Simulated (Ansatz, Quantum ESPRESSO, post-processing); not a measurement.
# LiH(001): dielectric constant from slabs in a field, part 5 of 7

Wanted: electronic and ionic screening from finite-field slabs, the first being LiH(001), 5 layers.

Quantum ESPRESSO 7.5; plane-wave DFT, PBE, PseudoDojo norm-conserving pseudopotentials; geometry by Ansatz 0.2.0 with PAW datasets.

So far. Step 6 (Potential by pp.x, 5 layers): The slope in the vacuum is 0.100 eV/Å for an applied 0.10 V/Å, as it should be. Step 7 (Clamped-ion dielectric constant from the field inside …): ε = 0.1000 / 0.0230 = 4.34.

### Step 10. Relaxation with pw.x, 5 layers: ions relaxed in a field of 0.1 V/Å

Then it is relaxed in the field: cations and anions move against each other.

n5.r1.in reads:

```
&control
  prefix = 'n5.r1'
  outdir = './out'
  pseudo_dir = './pseudo'
  nstep = 30
  forc_conv_thr = 5e-05
  calculation = 'relax'
  tefield = .true.
  dipfield = .true.
  etot_conv_thr = 1e-07
/
&system
  ibrav = 0
  nat = 10
  ntyp = 2
  ecutwfc = 66
  ecutrho = 264
  occupations = 'fixed'
  edir = 3
  emaxpos = 0.97
  eopreg = 0.04
  eamp = 0.00194469
/
&electrons
  conv_thr = 1e-10
  mixing_beta = 0.5
  electron_maxstep = 120
/
&ions
/
ATOMIC_SPECIES
  Li  6.9400  Li.dojo-sr-pbe-0.4.1-standard.upf
  H   1.0080  H.dojo-sr-pbe-0.4.1-standard.upf
CELL_PARAMETERS angstrom
  2.82842712470000 0.00000000000000 0.00000000000000
  0.00000000000000 2.82842712470000 0.00000000000000
  0.00000000000000 0.00000000000000 24.00000000000000
ATOMIC_POSITIONS crystal
  Li  0.000000000000 0.000000000000 0.335481629315
  H   0.500000000000 0.500000000000 0.333157298721
  Li  0.500000000000 0.500000000000 0.416594117981
  H   -0.000000000000 0.000000000000 0.416850447819
  Li  -0.000000000000 0.000000000000 0.499999968478
  H   0.500000000000 0.500000000000 0.500000070519
  Li  0.500000000000 0.500000000000 0.583405803976
  H   -0.000000000000 0.000000000000 0.583149634308
  Li  0.000000000000 0.000000000000 0.664518293867
  H   0.500000000000 0.500000000000 0.666842735015
K_POINTS automatic
  8 8 1 0 0 0
```

The run is started by

```
$ OMP_NUM_THREADS=1 mpirun -n 4 pw.x -nk 4 -in n5.r1.in > n5.r1.out
```

Numbers of over 12 decimals in the logs are rounded to 6 here.

The program printed:

```text
[banner, memory and clock lines left out]
Program PWSCF v.7.5 starts
[citation notice left out]

[...]
bravais-lattice index     =            0
     lattice parameter (alat)  =       5.3450  a.u.
     unit-cell volume          =    1295.6802 (a.u.)^3
     number of atoms/cell      =           10
     number of atomic types    =            2
     number of electrons       =        20.00
     number of Kohn-Sham states=           10
     kinetic-energy cutoff     =      66.0000  Ry
     charge density cutoff     =     264.0000  Ry
     scf convergence threshold =      1.0E-10
     mixing beta               =       0.5000
     number of iterations used =            8  plain     mixing
     energy convergence thresh.=      1.0E-07
     force convergence thresh. =      5.0E-05
     Exchange-correlation= PBE
                           (   1   4   3   4   0   0   0)
     nstep                     =           30

[...]
PseudoPot. # 1 for Li read from file:
     ./pseudo/Li.dojo-sr-pbe-0.4.1-standard.upf
     Pseudo is Norm-conserving, Zval =  3.0
     Generated using ONCVPSP code by D. R. Hamann
     Using radial grid of 1944 points,  4 beta functions with:
                l(1) =   0
                l(2) =   0
                l(3) =   1
                l(4) =   1

     PseudoPot. # 2 for H  read from file:
     ./pseudo/H.dojo-sr-pbe-0.4.1-standard.upf
     Pseudo is Norm-conserving, Zval =  1.0
     Generated using ONCVPSP code by D. R. Hamann
     Using radial grid of 1166 points,  3 beta functions with:
                l(1) =   0
                l(2) =   0
                l(3) =   1

     atomic species   valence    mass     pseudopotential
     Li                3.00     6.94000     Li( 1.00)
     H                 1.00     1.00800     H ( 1.00)

     No symmetry found

[...]
number of k points=    34
[...]
Dense  grid:    93819 G-vectors     FFT dimensions: (  27,  27, 240)

     Initial potential from superposition of free atoms

     starting charge      19.9772, renormalised to      20.0000

     negative rho (up, down):  3.508E-05 0.000E+00

     Adding external electric field

     Computed dipole along edir(3) :
        Dipole               -0.0000 Ry au,         -0.0000 Debye
        Dipole field         -0.0000 Ry au,

        E field amplitude [Ha a.u.]:  1.9447E-03
        Potential amp.        0.1693 Ry
        Total length         43.5393 bohr

     Starting wfcs are   15 randomized atomic wfcs

     per-process dynamical memory:    60.6 Mb

     Self-consistent Calculation

     iteration #  1     ecut=    66.00 Ry     beta= 0.50
     Davidson diagonalization with overlap
     ethr =  1.00E-02,  avg # of iterations =  2.0

     negative rho (up, down):  1.469E-06 0.000E+00

     Adding external electric field

     Computed dipole along edir(3) :
        Dipole                0.0701 Ry au,          0.1782 Debye
        Dipole field          0.0007 Ry au,

        E field amplitude [Ha a.u.]:  1.9447E-03
        Potential amp.        0.1101 Ry
        Total length         43.5393 bohr

     total energy              =     -78.11425803 Ry
     estimated scf accuracy    <       0.45016957 Ry

     iteration #  2     ecut=    66.00 Ry     beta= 0.50
[...]
negative rho (up, down):  1.880E-07 0.000E+00

[...]
Dipole                0.0615 Ry au,          0.1563 Debye
[...]
E field amplitude [Ha a.u.]:  1.9447E-03
[...]
total energy              =     -78.14961859 Ry
     estimated scf accuracy    <       0.03399814 Ry

     iteration #  3     ecut=    66.00 Ry     beta= 0.50
[...]
negative rho (up, down):  4.525E-08 0.000E+00

[...]
Dipole                0.0708 Ry au,          0.1799 Debye
[...]
E field amplitude [Ha a.u.]:  1.9447E-03
[...]
total energy              =     -78.15509813 Ry
     estimated scf accuracy    <       0.00138855 Ry

     iteration #  4     ecut=    66.00 Ry     beta= 0.50
[...]
Dipole                0.0673 Ry au,          0.1711 Debye
[...]
E field amplitude [Ha a.u.]:  1.9447E-03
[...]
total energy              =     -78.15542271 Ry
     estimated scf accuracy    <       0.00023641 Ry

     iteration #  5     ecut=    66.00 Ry     beta= 0.50
[...]
Dipole                0.0722 Ry au,          0.1835 Debye
[...]
E field amplitude [Ha a.u.]:  1.9447E-03
[...]
total energy              =     -78.15545707 Ry
     estimated scf accuracy    <       0.00002409 Ry

     iteration #  6     ecut=    66.00 Ry     beta= 0.50
[...]
Dipole                0.0691 Ry au,          0.1757 Debye
[...]
E field amplitude [Ha a.u.]:  1.9447E-03
[...]
total energy              =     -78.15546199 Ry
     estimated scf accuracy    <       0.00000329 Ry

[...]
iteration #  9     ecut=    66.00 Ry     beta= 0.50
[...]
Dipole                0.0698 Ry au,          0.1774 Debye
[...]
E field amplitude [Ha a.u.]:  1.9447E-03
[...]
total energy              =     -78.15546273 Ry
     estimated scf accuracy    <       0.00000003 Ry

     iteration # 10     ecut=    66.00 Ry     beta= 0.50
[...]
Dipole                0.0698 Ry au,          0.1773 Debye
[...]
E field amplitude [Ha a.u.]:  1.9447E-03
[...]
total energy              =     -78.15546273 Ry
     estimated scf accuracy    <          2.4E-09 Ry

     iteration # 11     ecut=    66.00 Ry     beta= 0.50
[...]
E field amplitude [Ha a.u.]:  1.9447E-03
[...]
End of self-consistent calculation

          k = 0.0000 0.0000 0.0000 ( 11709 PWs)   bands (ev):

   -46.8138 -46.6439 -46.5930 -46.5560 -46.4688  -7.6053  -6.9529  -5.9524
    -4.7000  -3.2830

          k = 0.0000 0.1250 0.0000 ( 11670 PWs)   bands (ev):

   -46.8112 -46.6413 -46.5895 -46.5545 -46.4668  -7.4245  -6.7839  -5.8032
    -4.5883  -3.2559

[...]
highest occupied level (ev):    -1.8268

!    total energy              =     -78.15546273 Ry
     estimated scf accuracy    <          5.4E-11 Ry

     The total energy is the sum of the following terms:
     one-electron contribution =    -504.92579814 Ry
     hartree contribution      =     246.87690072 Ry
     xc contribution           =     -20.54803373 Ry
     ewald contribution        =     200.44169252 Ry
     electric field correction =      -0.00022411 Ry

     convergence has been achieved in  12 iterations

     Forces acting on atoms (cartesian axes, Ry/au):

     atom    1 type  1   force =     0.00000000    0.00000000    0.00085361
     atom    2 type  2   force =    -0.00000000   -0.00000000   -0.00080268
     atom    3 type  1   force =    -0.00000000   -0.00000000    0.00086929
     atom    4 type  2   force =     0.00000000    0.00000000   -0.00094470
     atom    5 type  1   force =    -0.00000000   -0.00000000    0.00091313
     atom    6 type  2   force =     0.00000001    0.00000000   -0.00090618
     atom    7 type  1   force =    -0.00000000   -0.00000000    0.00096886
     atom    8 type  2   force =    -0.00000000   -0.00000000   -0.00084861
     atom    9 type  1   force =    -0.00000000   -0.00000000    0.00098056
     atom   10 type  2   force =     0.00000000    0.00000000   -0.00108329

     Total force =     0.002910     Total SCF correction =     0.000014

     BFGS Geometry Optimization
     Energy error            =      8.5E-06 Ry
     Gradient error          =      1.1E-03 Ry/Bohr

     number of scf cycles    =   1
     number of bfgs steps    =   0

     energy             new  =     -78.1554627350 Ry

     new trust radius        =       0.0010832869 bohr
     new conv_thr            =            1.0E-10 Ry

ATOMIC_POSITIONS (crystal)
Li               0.0000000002        0.0000000001        0.3355004506
H                0.4999999995        0.4999999996        0.3331396004
Li               0.4999999997        0.4999999998        0.4166132849
H                0.0000000007        0.0000000002        0.4168296182
Li              -0.0000000008       -0.0000000007        0.5000201021
H                0.5000000011        0.5000000008        0.4999800901
Li               0.4999999999        0.4999999998        0.5834271665
H               -0.0000000002       -0.0000000002        0.5831309234
Li              -0.0000000002       -0.0000000005        0.6645399143
H                0.5000000001        0.5000000009        0.6668188496

[...]
NEW-OLD atomic charge density approx. for the potential

     negative rho (up, down):  7.011E-08 0.000E+00

     Adding external electric field

     Computed dipole along edir(3) :
        Dipole                0.0698 Ry au,          0.1773 Debye
        Dipole field          0.0007 Ry au,

        E field amplitude [Ha a.u.]:  1.9447E-03
        Potential amp.        0.1104 Ry
        Total length         43.5393 bohr

     per-process dynamical memory:    69.0 Mb

[...]
!    total energy              =     -78.15547060 Ry
[...]
Total force =     0.002489     Total SCF correction =     0.000015
[...]
number of bfgs steps    =   1
[...]
energy             new  =     -78.1554705973 Ry
[...]
WARNING: bfgs curvature condition failed, Theta= 0.936
     new trust radius        =       0.0011916156 bohr
[...]
!    total energy              =     -78.15547763 Ry
[...]
Total force =     0.002047     Total SCF correction =     0.000001
[...]
number of bfgs steps    =   2
[...]
energy             new  =     -78.1554776303 Ry
[...]
new trust radius        =       0.0017874233 bohr
[...]
!    total energy              =     -78.15548539 Ry
[...]
Total force =     0.001411     Total SCF correction =     0.000004
[...]
number of bfgs steps    =   3
[...]
energy             new  =     -78.1554853856 Ry
[...]
new trust radius        =       0.0026811350 bohr
[...]
!    total energy              =     -78.15549153 Ry
[...]
Total force =     0.000544     Total SCF correction =     0.000002
[...]
number of bfgs steps    =   4
[...]
energy             new  =     -78.1554915264 Ry
[...]
new trust radius        =       0.0016534496 bohr
[...]
!    total energy              =     -78.15549249 Ry
[...]
Total force =     0.000267     Total SCF correction =     0.000003
[...]
number of bfgs steps    =   5
[...]
energy             new  =     -78.1554924882 Ry
[...]
new trust radius        =       0.0002342548 bohr
[...]
!    total energy              =     -78.15549256 Ry
[...]
Total force =     0.000242     Total SCF correction =     0.000001
[...]
number of bfgs steps    =   6
[...]
energy             new  =     -78.1554925593 Ry
[...]
WARNING: bfgs curvature condition failed, Theta= 0.930
     new trust radius        =       0.0002576803 bohr
[...]
!    total energy              =     -78.15549264 Ry
[...]
Total force =     0.000206     Total SCF correction =     0.000001
[...]
number of bfgs steps    =   7
[...]
energy             new  =     -78.1554926443 Ry
[...]
new trust radius        =       0.0003865204 bohr
[...]
Self-consistent Calculation

     iteration #  1     ecut=    66.00 Ry     beta= 0.50
     Davidson diagonalization with overlap
     ethr =  1.00E-06,  avg # of iterations =  1.0

     Threshold (ethr) on eigenvalues was too large:
     Diagonalizing with lowered threshold

     Davidson diagonalization with overlap
     ethr =  1.68E-11,  avg # of iterations =  4.2

     Adding external electric field

     Computed dipole along edir(3) :
        Dipole                0.0850 Ry au,          0.2161 Debye
        Dipole field          0.0008 Ry au,

        E field amplitude [Ha a.u.]:  1.9447E-03
        Potential amp.        0.0975 Ry
        Total length         43.5393 bohr

     total energy              =     -78.15549275 Ry
     estimated scf accuracy    <       0.00000002 Ry

[...]
iteration #  6     ecut=    66.00 Ry     beta= 0.50
[...]
Dipole                0.0851 Ry au,          0.2164 Debye
[...]
E field amplitude [Ha a.u.]:  1.9447E-03
[...]
End of self-consistent calculation

          k = 0.0000 0.0000 0.0000 ( 11709 PWs)   bands (ev):

   -46.7439 -46.7147 -46.5884 -46.5256 -46.4987  -7.6009  -6.9531  -5.9527
    -4.6991  -3.2835

          k = 0.0000 0.1250 0.0000 ( 11670 PWs)   bands (ev):

   -46.7413 -46.7121 -46.5851 -46.5237 -46.4969  -7.4200  -6.7840  -5.8034
    -4.5874  -3.2566

[...]
k = 0.1250 0.250
```

The job ended after 2.2 min (4 MPI ranks of Arm Neoverse V1, shared host; peak memory 0.48 GiB).

Numbers from this step:

| Item | Value |
| --- | --- |
| free energy | -1063.3597 eV |
| dipole along the normal | 0.04503 e·Å |
| valence top, on the run's zero | -1.898 eV |

Against the field-free geometry the cations move by +0.0034 Å and the anions by -0.0034 Å along the field, on average.

### Step 11. Potential by pp.x, 5 layers

n5.r1.pot.in reads:

```
&inputpp
  prefix = 'n5.r1'
  outdir = './out'
  filplot = 'n5.r1.pot.dat'
  plot_num = 11
/
```

The run is started by

```
$ OMP_NUM_THREADS=1 mpirun -n 4 pp.x -in n5.r1.pot.in > n5.r1.pot.out
```

Wall time 0.74 s (4 MPI ranks); peak memory 0.11 GiB.

Read from the output:

| Item | Value |
| --- | --- |
| slope of the potential above | 0.1000 eV/Å |
| upper vacuum line continued to the top atoms, over the valence top | 3.969 eV |
| slope of the potential below | 0.09996 eV/Å |
| lower vacuum line continued to the bottom atoms, over the valence top | 4.187 eV |

The slope in the vacuum is 0.100 eV/Å for an applied 0.10 V/Å, as it should be.

### Step 12. Relaxed-ion response of the slab in a field, 5 layers

This step gave:

| Quantity | Value |
| --- | --- |
| change of slope in the vacuum | 0.10000 eV/Å |
| polarisability a cell | 6.485 Å³ |
| sheet polarisability 4πα/A | 10.19 Å |
| change of slope inside | 0.007306 eV/Å |
| dielectric constant | 13.69 |

Running mean over one layer period, set to zero at the slab's centre. Table of change of the potential energy, second field less first by z:

z (Å), change of the potential energy, second field less first (eV) and a bar from the least value:
```
        0     -0.165 ###########
        1     -0.569 
        2     -0.490 ##
        3     -0.390 #####
        4     -0.290 ########
        5     -0.191 ###########
        6     -0.097 #############
        7     -0.032 ###############
        8     -0.020 ################
        9     -0.020 ################
       10     -0.015 ################
       11     -0.007 ################
       12      0.000 ################
       13      0.008 ################
       14      0.015 #################
       15      0.019 #################
       16      0.020 #################
       17      0.033 #################
       18      0.098 ###################
       19      0.192 ######################
       20      0.291 ########################
       21      0.391 ###########################
       22      0.491 ##############################
       23      0.405 ############################
```

With free ions the inner slope is small and wavy, so this ratio hangs on the window of the fit and is not taken as the result.

ε = 0.1000 / 0.0073 = 13.69.

### Step 13. Geometry from Ansatz, 9 layers

Level of this step: plane-wave DFT, PBE, Ansatz PAW (Ansatz 0.2.0).

System of this step: LiH(001), 9 layers. The cell holds 18 atoms: 9 Li and 9 H. Cell: a = 2.828 Å, b = 2.828 Å, c = 32.000 Å, α = 90.0°, β = 90.0°, γ = 90.0°. It derives from LiH. Vacuum lies along c.

input.yaml reads:

```yaml
crystal:
  lattice:
    - [2.8284271247, 0.0, 0.0]
    - [0.0, 2.8284271247, 0.0]
    - [0.0, 0.0, 32.0]
  atoms:
    - { symbol: Li, position: [0.0, 0.0, 0.25] }
    - { symbol: H, position: [0.5, 0.5, 0.25] }
    - { symbol: Li, position: [0.5, 0.5, 0.3125] }
    - { symbol: H, position: [0.0, 0.0, 0.3125] }
    - { symbol: Li, position: [0.0, 0.0, 0.375] }
    - { symbol: H, position: [0.5, 0.5, 0.375] }
    - { symbol: Li, position: [0.5, 0.5, 0.4375] }
    - { symbol: H, position: [0.0, 0.0, 0.4375] }
    - { symbol: Li, position: [0.0, 0.0, 0.5] }
    - { symbol: H, position: [0.5, 0.5, 0.5] }
    - { symbol: Li, position: [0.5, 0.5, 0.5625] }
    - { symbol: H, position: [0.0, 0.0, 0.5625] }
    - { symbol: Li, position: [0.0, 0.0, 0.625] }
    - { symbol: H, position: [0.5, 0.5, 0.625] }
    - { symbol: Li, position: [0.5, 0.5, 0.6875] }
    - { symbol: H, position: [0.0, 0.0, 0.6875] }
    - { symbol: Li, position: [0.0, 0.0, 0.75] }
    - { symbol: H, position: [0.5, 0.5, 0.75] }
kpoints:
  mp_grid: { grid: [8, 8, 1] }
hamiltonian:
  xc: pbe
scf:
  occupations: { method: fixed }
  convergence: { dr2_threshold: 1.0e-09 }
efield:
  axis: 3
  dipole_correction: true
  ramp_position: 0.97
  ramp_width: 0.04
relax:
  f_tol: 0.003
output:
  write_potential: true
  write_density: true
  volumetric_format: npy
```

The run is started by

```
$ ansatz run input.yaml --threads 4 --pin off --max-ram 8192MiB --backend cpu --events-out ev --progress --plain --runs-dir out
```

The program printed:

```text
[...]
Crystal: 18 atoms, lattice volume = 256.000 Å³
Basis set: ecut = 420 eV, 5063 PW (Γ), exchange–correlation on 40×40×432 points (8 copies of the dense FFT grid, shifted against one another)
Bands: 36, of which v1, the nominal top of the filled ones, is band 18 counted from 1 (17 counted from 0)
Symmetry: 8 space group operations
k-points: 15 of 64
[...]
- { symbol: H, position: [0.5, 0.5, 0.500000] }
    - { symbol: Li, position: [0.5, 0.5, 0.562625] }
    - { symbol: H, position: [0, 0.0, 0.562618] }
    - { symbol: Li, position: [0, 0.0, 0.625210] }
    - { symbol: H, position: [0.5, 0.5, 0.625223] }
    - { symbol: Li, position: [0.5, 0.5, 0.687805] }
    - { symbol: H, position: [0, 0.0, 0.687606] }
    - { symbol: Li, position: [0, 0.0, 0.748620] }
    - { symbol: H, position: [0.5, 0.5, 0.750346] }
[key lines of the parts left out:]
SCF converged after 6 iterations
Free energy (F): -1992.206617 eV
Fermi energy:    -1.106609 eV
Dipole field:    D = -0.000000 V/Å  (p = -0.000000 e·Å, saw-weighted, corrected)
Work function:   Φ+ = 4.1005 eV   Φ− = 4.1004 eV
```

Wall time 10 s (4 threads); peak memory 0.53 GiB.

The steps of the relaxation:

```tsv
step	energy less that of the first step (eV)	largest force component (eV/Å)
1	0.0000	0.1711
2	0.0294	0.2967
3	-0.0093	0.0108
4	-0.0094	0.0003
```

Relaxation step 2 was tried and not accepted.

The atoms that moved most (Å):

```tsv
atom	dx	dy	dz	length
Li17	0.000	0.000	-0.044	0.044
Li1	0.000	0.000	0.044	0.044
H18	0.000	0.000	0.011	0.011
H2	0.000	0.000	-0.011	0.011
Li3	0.000	0.000	-0.010	0.010
Li15	0.000	0.000	0.010	0.010
H14	0.000	0.000	0.007	0.007
H6	0.000	0.000	-0.007	0.007
```

Final coordinates:

```cif
data_structure
_symmetry_space_group_name_H-M 'P 1'
_symmetry_Int_Tables_number 1
_cell_length_a 2.8284
_cell_length_b 2.8284
_cell_length_c 32.0000
_cell_angle_alpha 90.000
_cell_angle_beta 90.000
_cell_angle_gamma 90.000
_cell_volume 256.00
loop_
_atom_site_label
_atom_site_type_symbol
_atom_site_fract_x
_atom_site_fract_y
_atom_site_fract_z
_atom_site_occupancy
Li1 Li 0.00000 0.00000 0.25138 1
H2 H 0.50000 0.50000 0.24965 1
Li3 Li 0.50000 0.50000 0.31220 1
H4 H 0.00000 0.00000 0.31239 1
Li5 Li 0.00000 0.00000 0.37479 1
H6 H 0.50000 0.50000 0.37478 1
Li7 Li 0.50000 0.50000 0.43737 1
H8 H 0.00000 0.00000 0.43738 1
Li9 Li 0.00000 0.00000 0.50000 1
H10 H 0.50000 0.50000 0.50000 1
Li11 Li 0.50000 0.50000 0.56263 1
H12 H 0.00000 0.00000 0.56262 1
Li13 Li 0.00000 0.00000 0.62521 1
H14 H 0.50000 0.50000 0.62522 1
Li15 Li 0.50000 0.50000 0.68780 1
H16 H 0.00000 0.00000 0.68761 1
Li17 Li 0.00000 0.00000 0.74862 1
H18 H 0.50000 0.50000 0.75035 1
```

Numbers from this step:

```
free energy                                                     : -1992.2066 eV
gap by band count                                               : 2.388 eV
dipole along the normal                                         : -3.66e-7 e·Å
valence top, on the run's zero                                  : -1.107 eV
vacuum level at the upper face over the valence top of the mesh : 4.100 eV
vacuum level at the lower face over the valence top of the mesh : 4.100 eV
```

(Continued in part 6 of 7.)

[Logs are printed without paths, hosts, clocks, repeated set-up lines and the standing remarks that a program may print on its own settings, such as how far it seeks lower states.]

[Hosts, paths, dates, database ids (printed as entryN), source tags and the programs' standing remarks are cut or masked in the printed files.]

[Maps of the electrostatic potential energy from Ansatz leave out the sawtooth potential of an applied field or a dipole correction, so their vacuum need not be flat; planar profiles and work functions include it.]
